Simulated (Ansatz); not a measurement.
In, simple cubic: geometry optimisation

Level of theory: DFT, PBE, plane waves (420 eV) with PAW, scalar-relativistic in Ansatz 0.2.0.

k-point mesh 10×10×10, Fermi-Dirac smearing 0.1 eV, no spin polarisation. Cell and atoms relax.

Starting structure:

```yaml
crystal:
  lattice:
    - [3.0450626401, 0.0, 0.0]
    - [0.0, 3.0450626401, 0.0]
    - [0.0, 0.0, 3.0450626401]
  atoms:
    - { symbol: In, position: [0.0, 0.0, 0.0] }
hamiltonian:
  xc: pbe
  pseudopotentials:
    kind: paw
    azcp:
      In: "pseudopotentials/In.paw.azcp"
basis:
  ecutwfc: 420
  fft_grid_basis: typed
kpoints:
  mp_grid: { grid: [10, 10, 10], shift: [0, 0, 0] }
magnetization:
  spin_polarized: false
scf:
  occupations: { method: fermi_dirac, width: 0.1 }
relax:
  max_steps: 60
  f_tol: 0.01
  cell: {}
```

Q: The pressure at the start is 1.6 GPa. By how much does the volume change?

A: From 28.24 to 29.53 Å³ per atom, 4.6 %. The final cell has a = 3.091 Å.

Q: How much energy does the relaxation gain?

A: 6.4 meV per atom.

Path of the relaxation (the plane waves are chosen anew near the end, which can shift the energy a little):

```json
{"step": "0", "E − E(final) (meV/atom)": "6.35", "V (Å³/atom)": "28.235", "P (GPa)": "1.63", "max force (eV/Å)": "0.000"}
{"step": "1", "E − E(final) (meV/atom)": "0.31", "V (Å³/atom)": "29.429", "P (GPa)": "0.12", "max force (eV/Å)": "0.000"}
{"step": "2", "E − E(final) (meV/atom)": "0.29", "V (Å³/atom)": "29.531", "P (GPa)": "0.01", "max force (eV/Å)": "0.000"}
{"step": "3", "E − E(final) (meV/atom)": "0.00", "V (Å³/atom)": "29.531", "P (GPa)": "0.01", "max force (eV/Å)": "0.000"}
```
